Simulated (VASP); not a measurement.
Here is the system:

```
NaBr
1.0
    0.00000     2.99773     2.99773
    2.99773     0.00000     2.99773
    2.99773     2.99773     0.00000
Na Br
1 1
Direct
  0.00000   0.00000   0.00000
  0.50000   0.50000   0.50000
```

All values below come from r2SCAN meta-GGA, VASP's PBE PAW potentials (set 64) (plane waves; VASP). Numerical set-up: 520 eV cut-off, 8×8×8 Γ-centred mesh, Gaussian smearing of 0.050 eV, potentials Na_pv Br.

Q: What does the run give for the energy per atom (σ→0), band gap (on the k-mesh) with the smallest direct gap where there is one?

A: 
The band gap (on the k-mesh) comes out as 4.92 eV and the smallest direct gap (on the k-mesh) comes out as 4.92 eV. The energy per atom (σ→0) is -10.222 eV/atom.

Only differences to runs with the same potentials and settings are physical.

The compound is NaBr in the rock salt structure. This cell is one point of a volume scan, at 1.03 of the reference volume.
